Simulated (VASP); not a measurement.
# Ge: molecular dynamics with a thermostat

Ge, Fd-3m (no. 227), 8 atoms in the cell. PBE, molecular dynamics; PAW potentials Ge (PBE set).

Ensemble: Nose-Hoover; Target temperature (K): 1000.

## Input

INCAR:
```
ALGO = Normal ; EDIFF = 1E-6
ENCUT = 200 ; GGA = PE
IBRION = 0 ; ISIF = 2
ISMEAR = 0 ; ISYM = 0
KPAR = 2 ; LASPH = True
LCHARG = False ; LREAL = Auto
LWAVE = False ; MDALGO = 2
NELM = 60 ; NELMIN = 4
NSW = 60 ; POTIM = 3.0
PREC = Normal ; RANDOM_SEED = 237208 0 0
SIGMA = 0.05 ; SMASS = 0
TEBEG = 1000
```

KPOINTS:
```
k-points
0
Monkhorst-Pack
  2 2 2
```

POSCAR:
```
Ge
1.0
    5.6578200000      0.0000000000      0.0000000000
    0.0000000000      5.6578200000      0.0000000000
    0.0000000000      0.0000000000      5.6578200000
Ge
8
Direct
    0.2500000000      0.2500000000      0.2500000000
    0.5000000000      0.0000000000      0.5000000000
    0.2500000000      0.7500000000      0.7500000000
    0.5000000000      0.5000000000      0.0000000000
    0.7500000000      0.2500000000      0.7500000000
    0.0000000000      0.0000000000      0.0000000000
    0.7500000000      0.7500000000      0.2500000000
    0.0000000000      0.5000000000      0.5000000000
```

Commands:
```
cat potpaw_PBE.64/Ge/POTCAR > POTCAR
mpirun -np 2 vasp_std > vasp.out
```

## Result

- Mean temperature (K): 1022
- Rise of the mean potential energy above the start (meV/atom): 166.3
- Electronic steps per ionic step after the first: 4.0

Course of the run:

| Time (fs) | Temperature (K) | Potential energy less the first (meV/atom) |
|---|---|---|
| 3 | 1000 | 0.0 |
| 18 | 737 | 31.3 |
| 30 | 525 | 63.2 |
| 45 | 776 | 61.6 |
| 57 | 1251 | 54.9 |
| 72 | 1431 | 93.7 |
| 84 | 1094 | 150.1 |
| 99 | 743 | 200.9 |
| 111 | 702 | 220.5 |
| 126 | 782 | 244.2 |
| 138 | 865 | 273.2 |
| 153 | 1154 | 304.5 |
| 165 | 1605 | 313.7 |
| 180 | 1884 | 309.8 |

REPORT:
```
MDALGO =   2
               SCALING =       0
                 CNEXP =     9.000   14.000
           RANDOM_SEED =            237208                0                0

   original number of atomic DOF:         21
   number of independent constraints:      0
   number of active DOF:                  21

========================================
         MD step No.       1
========================================

  Atomic velocities initialized by STEP_tb

  >Energies
                    E_tot             E_pot             E_kin               EPS                ES
   e_b>   -0.33954273E+02   -0.34859098E+02    0.90482548E+00    0.00000000E+00    0.00000000E+00

  >Temperature
               T_sim     T_inst
   tmprt>   1000.000   1000.000

  >Thermostat:
           s(n+1) sdot(n+1)      s(n)   sdot(n)        Qs
   s_b>  -0.00000  -0.00000   0.00000   0.00000   0.39792

           RANDOM_SEED =            237208               48                0

[... steps left out ...]

========================================
         MD step No.      60
========================================

  >Energies
                    E_tot             E_pot             E_kin               EPS                ES
   e_b>   -0.33955074E+02   -0.32380993E+02    0.17050687E+01    0.11710240E-01   -0.32908596E+01

  >Temperature
               T_sim     T_inst
   tmprt>   1000.000   1884.417

  >Thermostat:
           s(n+1) sdot(n+1)      s(n)   sdot(n)        Qs
   s_b>  -1.80053   0.02332  -1.81851   0.01264   0.39792

           RANDOM_SEED =            237208               48                0
```

OSZICAR:
```
N       E                     dE             d eps       ncg     rms          rms(c)
DAV:   1     0.617524261616E+02    0.61752E+02   -0.67771E+03   168   0.585E+02
DAV:   2    -0.302652239985E+02   -0.92018E+02   -0.86606E+02   230   0.123E+02
DAV:   3    -0.351879176602E+02   -0.49227E+01   -0.48494E+01   198   0.312E+01
DAV:   4    -0.352566761683E+02   -0.68759E-01   -0.68645E-01   196   0.355E+00
DAV:   5    -0.352587051556E+02   -0.20290E-02   -0.20288E-02   214   0.437E-01    0.643E+00
DAV:   6    -0.349838552079E+02    0.27485E+00   -0.13644E-01   203   0.169E+00    0.397E+00
DAV:   7    -0.348517851059E+02    0.13207E+00   -0.31746E-01   168   0.273E+00    0.272E-01
DAV:   8    -0.348579686796E+02   -0.61836E-02   -0.12638E-02   198   0.513E-01    0.705E-02
DAV:   9    -0.348590091873E+02   -0.10405E-02   -0.11584E-03   203   0.185E-01    0.466E-02
DAV:  10    -0.348590950043E+02   -0.85817E-04   -0.14801E-04   198   0.654E-02    0.392E-03
DAV:  11    -0.348590975335E+02   -0.25292E-05   -0.23764E-06   176   0.721E-03    0.231E-03
DAV:  12    -0.348590984945E+02   -0.96095E-06   -0.16393E-06   161   0.761E-03
[... left out ...]
     58 T=  1879. E= -.33955022E+02 F= -.32365605E+02 E0= -.32361174E+02  EK= 0.16998E+01 SP= -.33E+01 SK= 0.69E-02
     59 T=  1903. E= -.33955232E+02 F= -.32374025E+02 E0= -.32371105E+02  EK= 0.17222E+01 SP= -.33E+01 SK= 0.15E-03
[... last step whole ...]
       N       E                     dE             d eps       ncg     rms          rms(c)
DAV:   1    -0.323809860980E+02   -0.69604E-02   -0.12619E-02   316   0.185E+00    0.242E-02
DAV:   2    -0.323809951672E+02   -0.90693E-05   -0.31963E-04   178   0.876E-02    0.126E-02
DAV:   3    -0.323809937020E+02    0.14652E-05   -0.24047E-05   208   0.221E-02    0.628E-03
DAV:   4    -0.323809931482E+02    0.55382E-06   -0.18303E-06   144   0.719E-03
     60 T=  1884. E= -.33955074E+02 F= -.32380993E+02 E0= -.32378261E+02  EK= 0.17051E+01 SP= -.33E+01 SK= 0.12E-01
```

Limits: 180 fs of 8 atoms are too short for converged averages.

VASP 6.6.1 took 262 s on 2 cores (AMD EPYC 7R13 (Zen 3)), a shared host.
